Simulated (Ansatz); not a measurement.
# TlCl: a single-point run

Aim: a sound single-point run of TlCl. The structure is shown as the input types it.

Program: Ansatz 0.2.0. Level of theory: density functional or hybrid calculation with the settings of its input, plane waves (as first typed). These are calculated values, not measurements.

1 further run of the same task is left out (for a known fault of the program).

## 1. Starting point

Symmetry: Pm-3m, No. 221, cubic system. Conventional cell: a = 3.839 Å, b = 3.839 Å, c = 3.839 Å, α = 90.00°, β = 90.00°, γ = 90.00°. Tl (site symmetry m-3m) is surrounded by 8 Cl at 3.32 Å. Around Cl (site symmetry m-3m) lie 8 Tl at 3.32 Å.

Structure file:

```cif
data_structure
_symmetry_space_group_name_H-M 'Pm-3m'
_symmetry_Int_Tables_number 221
_cell_length_a 3.8388
_cell_length_b 3.8388
_cell_length_c 3.8388
_cell_angle_alpha 90.000
_cell_angle_beta 90.000
_cell_angle_gamma 90.000
_cell_volume 56.57
loop_
_atom_site_label
_atom_site_type_symbol
_atom_site_symmetry_multiplicity
_atom_site_Wyckoff_symbol
_atom_site_fract_x
_atom_site_fract_y
_atom_site_fract_z
_atom_site_occupancy
Tl1 Tl 1 a 0.00000 0.00000 0.00000 1
Cl1 Cl 1 b 0.50000 0.50000 0.50000 1
```

## 2. The run

Contents of input.yaml:

```yaml
crystal:
  lattice:
    - [3.8388256226, 0.0, 0.0]
    - [0.0, 3.8388256226, 0.0]
    - [0.0, 0.0, 3.8388256226]
  atoms:
    - { symbol: Tl, position: [0.0, 0.0, 0.0] }
    - { symbol: Cl, position: [0.5, 0.5, 0.5] }
kpoints:
  mp_grid: { grid: [2, 4, 6] }
hamiltonian:
  xc: pbe
scf:
  occupations: { method: fixed }
  n_extra_bands: 4
output:
  forces: true
  stress: true
  eigenvalues: true
```

Run with:

```
$ ansatz run input.yaml --threads 4 --pin off --max-ram 3686MiB --backend cpu --events-out ev --progress --plain --runs-dir out
```

What happens when this is run?

The program finished normally, with warnings (symmetry narrowed by mesh). Its log warns: «crystal.symmetry: narrowed to the stabiliser of the k-point mesh — unitary ops 48 → 8; excluded 40 operations that carry a point of the 2×4×6 mesh (shift [0, 0 ...»

In the input, kpoints.mp_grid.grid is [2, 4, 6]. Unequal divisions along equivalent axes break the crystal's symmetry in the sampling.

To check: set kpoints.mp_grid.grid to [4, 4, 4].
